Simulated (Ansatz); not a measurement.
## Band table of SnSe

```xyz
2
Lattice="0.0000 3.3889 3.3889 3.3889 0.0000 3.3889 3.3889 3.3889 0.0000" Properties=species:S:1:pos:R:3 pbc="T T T"
Sn    0.0000    0.0000    0.0000
Se    1.6945    1.6945    1.6945
```

Atom numbers follow the list: Sn1, Se2.

The structure comes from a relaxation in the same program, started in the zincblende type, and has space group F-43m. Whether it is a known phase or the ground state wasn't checked.

No spin–orbit coupling, which matters for the heavy atoms here.

These are results of Ansatz 0.2.0, DFT, PBE, all-electron LAPW, scalar-relativistic, not measurements.

Settings: a Γ-centred 12×12×12 k mesh, Fermi–Dirac smearing of 0.05 eV, basis error target 1 meV/atom, no spin polarisation.

Path points, in fractions of the reciprocal vectors: Γ (0.000, 0.000, 0.000), X (-0.500, -0.500, 0.000), U (-0.375, -0.375, 0.250), K (-0.375, 0.000, 0.375), L (0.000, 0.000, 0.500), W (-0.500, -0.250, 0.250). Levels in eV from the valence-band top; bands 14 to 26, counted from the lowest band of the run. The gap is 0.05 eV, indirect from W (-0.5, -0.25, 0.25) to X (-0.5, -0.5, 0) (so small a gap may close at points that the mesh and path miss).

```
# k(1/Å) point b14 b15 b16 b17 b18 b19 b20 b21 b22 b23 b24 b25 b26
0.000 Γ -21.79 -21.79 -21.79 -21.78 -21.78 -13.16 -5.38 -2.24 -2.24 -2.24 1.47 1.47 1.47
0.066 - -21.79 -21.79 -21.79 -21.78 -21.78 -13.16 -5.41 -2.26 -2.26 -2.20 1.43 1.51 1.51
0.132 - -21.79 -21.79 -21.79 -21.78 -21.78 -13.14 -5.52 -2.32 -2.32 -2.08 1.32 1.61 1.61
0.199 - -21.79 -21.79 -21.79 -21.78 -21.78 -13.11 -5.68 -2.42 -2.42 -1.90 1.16 1.77 1.77
0.265 - -21.79 -21.79 -21.79 -21.78 -21.78 -13.07 -5.88 -2.53 -2.53 -1.69 0.99 1.98 1.98
0.331 - -21.79 -21.79 -21.79 -21.78 -21.78 -13.01 -6.10 -2.66 -2.66 -1.47 0.81 2.22 2.22
0.397 - -21.79 -21.79 -21.79 -21.78 -21.78 -12.96 -6.32 -2.80 -2.80 -1.25 0.64 2.49 2.49
0.464 - -21.79 -21.79 -21.79 -21.78 -21.78 -12.89 -6.53 -2.92 -2.92 -1.06 0.49 2.77 2.77
0.530 - -21.79 -21.79 -21.79 -21.78 -21.78 -12.83 -6.73 -3.04 -3.04 -0.90 0.37 3.07 3.07
0.596 - -21.79 -21.78 -21.78 -21.78 -21.78 -12.76 -6.92 -3.15 -3.15 -0.79 0.27 3.36 3.36
0.662 - -21.79 -21.78 -21.78 -21.78 -21.78 -12.70 -7.08 -3.24 -3.24 -0.71 0.19 3.63 3.63
0.728 - -21.80 -21.78 -21.78 -21.78 -21.78 -12.65 -7.21 -3.32 -3.32 -0.67 0.13 3.88 3.88
0.795 - -21.80 -21.78 -21.78 -21.78 -21.78 -12.61 -7.31 -3.37 -3.37 -0.64 0.09 4.07 4.07
0.861 - -21.80 -21.78 -21.78 -21.78 -21.78 -12.58 -7.37 -3.40 -3.40 -0.63 0.06 4.20 4.20
0.927 X -21.80 -21.78 -21.78 -21.78 -21.78 -12.57 -7.39 -3.41 -3.41 -0.63 0.05 4.25 4.25
0.950 - -21.80 -21.78 -21.78 -21.78 -21.78 -12.57 -7.39 -3.42 -3.41 -0.63 0.06 4.24 4.24
0.974 - -21.80 -21.78 -21.78 -21.78 -21.78 -12.57 -7.39 -3.43 -3.41 -0.62 0.08 4.22 4.23
0.997 - -21.80 -21.78 -21.78 -21.78 -21.78 -12.57 -7.39 -3.45 -3.40 -0.60 0.10 4.18 4.21
1.021 - -21.80 -21.78 -21.78 -21.78 -21.78 -12.57 -7.39 -3.48 -3.40 -0.58 0.15 4.13 4.18
1.044 - -21.80 -21.78 -21.78 -21.78 -21.78 -12.57 -7.39 -3.51 -3.39 -0.56 0.20 4.07 4.15
1.067 - -21.80 -21.78 -21.78 -21.78 -21.78 -12.57 -7.38 -3.55 -3.37 -0.54 0.27 4.00 4.10
1.091 - -21.80 -21.78 -21.78 -21.78 -21.78 -12.57 -7.38 -3.59 -3.36 -0.52 0.36 3.92 4.05
1.114 - -21.80 -21.78 -21.78 -21.78 -21.78 -12.57 -7.38 -3.63 -3.35 -0.51 0.46 3.84 4.00
1.138 - -21.80 -21.78 -21.78 -21.78 -21.78 -12.57 -7.37 -3.67 -3.33 -0.50 0.56 3.76 3.94
1.161 - -21.80 -21.78 -21.78 -21.78 -21.78 -12.57 -7.37 -3.71 -3.31 -0.49 0.68 3.68 3.87
1.185 - -21.79 -21.78 -21.78 -21.78 -21.78 -12.58 -7.36 -3.75 -3.29 -0.49 0.80 3.59 3.80
1.208 - -21.79 -21.78 -21.78 -21.78 -21.78 -12.58 -7.36 -3.78 -3.27 -0.49 0.93 3.50 3.73
1.231 - -21.79 -21.78 -21.78 -21.78 -21.78 -12.58 -7.35 -3.81 -3.24 -0.50 1.06 3.42 3.65
1.255 U -21.79 -21.78 -21.78 -21.78 -21.78 -12.58 -7.34 -3.84 -3.22 -0.51 1.19 3.33 3.57
1.295 - -21.79 -21.78 -21.78 -21.78 -21.78 -12.59 -7.34 -3.85 -3.21 -0.50 1.26 3.22 3.58
1.336 - -21.79 -21.78 -21.78 -21.78 -21.78 -12.59 -7.33 -3.85 -3.23 -0.47 1.33 3.04 3.63
1.376 - -21.79 -21.79 -21.78 -21.78 -21.78 -12.59 -7.33 -3.84 -3.25 -0.41 1.41 2.84 3.67
1.417 - -21.79 -21.79 -21.78 -21.78 -21.78 -12.59 -7.32 -3.83 -3.29 -0.35 1.49 2.64 3.70
1.458 - -21.79 -21.79 -21.78 -21.78 -21.78 -12.59 -7.32 -3.81 -3.32 -0.30 1.57 2.46 3.72
1.498 - -21.79 -21.79 -21.78 -21.78 -21.78 -12.59 -7.32 -3.80 -3.34 -0.26 1.65 2.32 3.73
1.539 - -21.79 -21.79 -21.78 -21.78 -21.78 -12.59 -7.32 -3.80 -3.35 -0.25 1.68 2.27 3.73
1.579 - -21.79 -21.79 -21.78 -21.78 -21.78 -12.59 -7.32 -3.80 -3.34 -0.26 1.65 2.32 3.73
1.620 - -21.79 -21.79 -21.78 -21.78 -21.78 -12.59 -7.32 -3.81 -3.32 -0.30 1.57 2.46 3.72
1.660 - -21.79 -21.79 -21.78 -21.78 -21.78 -12.59 -7.32 -3.83 -3.29 -0.35 1.49 2.64 3.70
1.701 - -21.79 -21.79 -21.78 -21.78 -21.78 -12.59 -7.33 -3.84 -3.25 -0.41 1.41 2.84 3.67
1.741 - -21.79 -21.78 -21.78 -21.78 -21.78 -12.59 -7.33 -3.85 -3.23 -0.47 1.33 3.04 3.63
1.782 - -21.79 -21.78 -21.78 -21.78 -21.78 -12.59 -7.34 -3.85 -3.21 -0.50 1.26 3.22 3.58
1.822 K -21.79 -21.78 -21.78 -21.78 -21.78 -12.58 -7.34 -3.84 -3.22 -0.51 1.19 3.33 3.57
1.893 - -21.79 -21.78 -21.78 -21.78 -21.78 -12.60 -7.31 -3.88 -3.13 -0.56 1.55 3.07 3.33
1.963 - -21.79 -21.79 -21.78 -21.78 -21.78 -12.62 -7.26 -3.88 -3.04 -0.64 1.85 2.83 3.09
2.033 - -21.79 -21.79 -21.78 -21.78 -21.78 -12.66 -7.19 -3.83 -2.93 -0.75 2.04 2.61 2.84
2.103 - -21.79 -21.79 -21.79 -21.78 -21.78 -12.70 -7.09 -3.72 -2.83 -0.88 2.07 2.49 2.61
2.174 - -21.79 -21.79 -21.79 -21.78 -21.78 -12.75 -6.96 -3.58 -2.72 -1.04 1.95 2.40 2.49
2.244 - -21.79 -21.79 -21.79 -21.78 -21.78 -12.81 -6.79 -3.41 -2.63 -1.20 1.77 2.21 2.50
2.314 - -21.79 -21.79 -21.79 -21.78 -21.78 -12.88 -6.61 -3.21 -2.53 -1.38 1.62 2.04 2.46
2.384 - -21.79 -21.79 -21.79 -21.78 -21.78 -12.94 -6.39 -3.01 -2.45 -1.55 1.49 1.89 2.36
2.455 - -21.79 -21.79 -21.79 -21.78 -21.78 -13.00 -6.17 -2.80 -2.39 -1.71 1.41 1.76 2.20
2.525 - -21.79 -21.79 -21.79 -21.78 -21.78 -13.06 -5.94 -2.61 -2.33 -1.87 1.37 1.66 2.00
2.595 - -21.79 -21.79 -21.79 -21.78 -21.78 -13.10 -5.72 -2.46 -2.29 -2.01 1.38 1.58 1.79
2.665 - -21.79 -21.79 -21.79 -21.78 -21.78 -13.14 -5.54 -2.34 -2.26 -2.13 1.41 1.52 1.62
2.735 - -21.79 -21.79 -21.79 -21.78 -21.78 -13.16 -5.42 -2.26 -2.24 -2.21 1.45 1.48 1.51
2.806 Γ -21.79 -21.79 -21.79 -21.78 -21.78 -13.16 -5.38 -2.24 -2.24 -2.24 1.47 1.47 1.47
2.863 - -21.79 -21.79 -21.79 -21.78 -21.78 -13.16 -5.41 -2.25 -2.25 -2.22 1.47 1.49 1.49
2.920 - -21.79 -21.79 -21.79 -21.78 -21.78 -13.14 -5.49 -2.27 -2.27 -2.19 1.46 1.53 1.53
2.978 - -21.79 -21.79 -21.79 -21.78 -21.78 -13.12 -5.62 -2.31 -2.31 -2.13 1.46 1.59 1.59
3.035 - -21.79 -21.79 -21.79 -21.78 -21.78 -13.09 -5.78 -2.35 -2.35 -2.08 1.49 1.67 1.67
3.092 - -21.79 -21.79 -21.79 -21.78 -21.78 -13.05 -5.96 -2.40 -2.40 -2.04 1.57 1.76 1.76
3.150 - -21.79 -21.79 -21.79 -21.78 -21.78 -13.01 -6.15 -2.46 -2.46 -2.02 1.70 1.85 1.85
3.207 - -21.79 -21.79 -21.79 -21.78 -21.78 -12.96 -6.34 -2.52 -2.52 -2.02 1.88 1.94 1.94
3.264 - -21.79 -21.79 -21.79 -21.78 -21.78 -12.91 -6.53 -2.57 -2.57 -2.04 2.02 2.02 2.10
3.322 - -21.79 -21.79 -21.79 -21.78 -21.78 -12.86 -6.69 -2.62 -2.62 -2.06 2.09 2.09 2.35
3.379 - -21.79 -21.79 -21.79 -21.78 -21.78 -12.82 -6.84 -2.66 -2.66 -2.09 2.14 2.14 2.61
3.436 - -21.79 -21.79 -21.79 -21.78 -21.78 -12.78 -6.96 -2.69 -2.69 -2.12 2.18 2.18 2.86
3.494 - -21.79 -21.79 -21.79 -21.78 -21.78 -12.75 -7.05 -2.72 -2.72 -2.15 2.20 2.20 3.07
3.551 - -21.79 -21.79 -21.79 -21.78 -21.78 -12.73 -7.11 -2.74 -2.74 -2.16 2.22 2.22 3.21
3.609 L -21.79 -21.79 -21.79 -21.78 -21.78 -12.73 -7.12 -2.74 -2.74 -2.17 2.22 2.22 3.27
3.655 - -21.79 -21.79 -21.79 -21.78 -21.78 -12.73 -7.13 -2.82 -2.75 -2.08 2.21 2.24 3.25
3.702 - -21.79 -21.79 -21.79 -21.78 -21.78 -12.72 -7.13 -2.97 -2.77 -1.90 2.17 2.28 3.22
3.749 - -21.79 -21.79 -21.79 -21.78 -21.78 -12.71 -7.14 -3.15 -2.80 -1.68 2.11 2.35 3.18
3.796 - -21.79 -21.79 -21.79 -21.78 -21.78 -12.70 -7.16 -3.31 -2.84 -1.46 2.05 2.44 3.12
3.843 - -21.79 -21.79 -21.79 -21.78 -21.78 -12.69 -7.17 -3.45 -2.90 -1.24 1.98 2.53 3.09
3.889 - -21.79 -21.79 -21.79 -21.78 -21.78 -12.67 -7.20 -3.57 -2.96 -1.02 1.91 2.56 3.12
3.936 - -21.79 -21.79 -21.78 -21.78 -21.78 -12.65 -7.22 -3.67 -3.04 -0.82 1.86 2.53 3.23
3.983 - -21.79 -21.79 -21.78 -21.78 -21.78 -12.63 -7.25 -3.74 -3.13 -0.64 1.80 2.46 3.39
4.030 - -21.79 -21.79 -21.78 -21.78 -21.78 -12.62 -7.28 -3.78 -3.21 -0.46 1.75 2.37 3.55
4.077 - -21.79 -21.79 -21.78 -21.78 -21.78 -12.60 -7.30 -3.80 -3.31 -0.31 1.71 2.30 3.68
4.124 - -21.79 -21.79 -21.78 -21.78 -21.78 -12.59 -7.33 -3.79 -3.40 -0.19 1.66 2.24 3.77
4.170 - -21.79 -21.79 -21.78 -21.78 -21.78 -12.58 -7.34 -3.77 -3.49 -0.09 1.61 2.21 3.82
4.217 - -21.79 -21.79 -21.78 -21.78 -21.78 -12.57 -7.36 -3.73 -3.57 -0.02 1.58 2.19 3.84
4.264 W -21.79 -21.79 -21.78 -21.78 -21.78 -12.57 -7.36 -3.69 -3.61 0.00 1.57 2.18 3.84
4.297 - -21.79 -21.79 -21.78 -21.78 -21.78 -12.57 -7.36 -3.69 -3.61 -0.01 1.50 2.25 3.85
4.330 - -21.79 -21.79 -21.78 -21.78 -21.78 -12.57 -7.36 -3.68 -3.60 -0.03 1.36 2.41 3.87
4.363 - -21.79 -21.79 -21.78 -21.78 -21.78 -12.57 -7.36 -3.67 -3.59 -0.07 1.20 2.60 3.90
4.396 - -21.79 -21.78 -21.78 -21.78 -21.78 -12.57 -7.37 -3.65 -3.58 -0.12 1.03 2.81 3.93
4.430 - -21.79 -21.78 -21.78 -21.78 -21.78 -12.57 -7.37 -3.62 -3.56 -0.18 0.86 3.02 3.98
4.463 - -21.79 -21.78 -21.78 -21.78 -21.78 -12.57 -7.37 -3.59 -3.54 -0.25 0.71 3.22 4.02
4.496 - -21.80 -21.78 -21.78 -21.78 -21.78 -12.57 -7.38 -3.56 -3.52 -0.32 0.57 3.42 4.07
4.529 - -21.80 -21.78 -21.78 -21.78 -21.78 -12.57 -7.38 -3.53 -3.49 -0.39 0.44 3.61 4.11
4.562 - -21.80 -21.78 -21.78 -21.78 -21.78 -12.57 -7.38 -3.50 -3.47 -0.46 0.32 3.79 4.15
4.595 - -21.80 -21.78 -21.78 -21.78 -21.78 -12.57 -7.39 -3.47 -3.45 -0.51 0.23 3.94 4.19
4.628 - -21.80 -21.78 -21.78 -21.78 -21.78 -12.57 -7.39 -3.45 -3.44 -0.56 0.15 4.07 4.21
4.661 - -21.80 -21.78 -21.78 -21.78 -21.78 -12.57 -7.39 -3.43 -3.42 -0.60 0.10 4.17 4.23
4.694 - -21.80 -21.78 -21.78 -21.78 -21.78 -12.57 -7.39 -3.42 -3.42 -0.62 0.06 4.23 4.24
4.728 X -21.80 -21.78 -21.78 -21.78 -21.78 -12.57 -7.39 -3.41 -3.41 -0.63 0.05 4.25 4.25
```
